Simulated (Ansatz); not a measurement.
# WS2: the cost of one run

Method: reference: DFT, HSE06, plane waves, PAW, in Ansatz 0.2.0.

6 further runs of the same task are left out: 6 that didn't finish.

## (1) The starting structure

It takes space group R3m (No. 160, trigonal). The conventional cell has a = 3.172 Å, b = 3.172 Å, c = 18.712 Å, α = 90.00°, β = 90.00°, γ = 120.00°. W (site symmetry 3m) is surrounded by 6 S at 2.41 Å. S (site symmetry 3m) has 3 W at 2.41 Å as nearest neighbours.

Coordinates:

```
W S
1.0
     1.58589    0.91561    6.23747
    -1.58589    0.91561    6.23747
     0.00000   -1.83122    6.23747
W S
1 2
Direct
  0.99999 0.99999 0.99999
  0.41680 0.41680 0.41680
  0.24988 0.24988 0.24988
```

## (2) Reference

Contents of input.yaml:

```yaml
crystal:
  lattice:
    - [1.5858867014, 0.915612114, 6.2374687378]
    - [-1.5858867014, 0.915612114, 6.2374687378]
    - [0.0, -1.8312242279, 6.2374687378]
  atoms:
    - { symbol: W, position: [-1.15694e-05, -1.15694e-05, -1.15694e-05] }
    - { symbol: S, position: [0.4167981809, 0.4167981809, 0.4167981809] }
    - { symbol: S, position: [0.2498800553, 0.2498800553, 0.2498800553] }
kpoints:
  mp_grid: { grid: [4, 4, 4] }
hamiltonian:
  xc: hse06
scf:
  occupations: { method: fixed }
  n_extra_bands: 4
output:
  forces: true
  stress: true
  eigenvalues: true
```

Run with:

```sh
$ ansatz run input.yaml --threads 4 --pin off --max-ram 3686MiB --backend cpu --events-out ev --progress --plain --runs-dir out
```

Q: Estimate wall time and peak memory on 4 threads of an x86-64 CPU, shared host.

About 63 s, with a peak of 0.84 GiB.
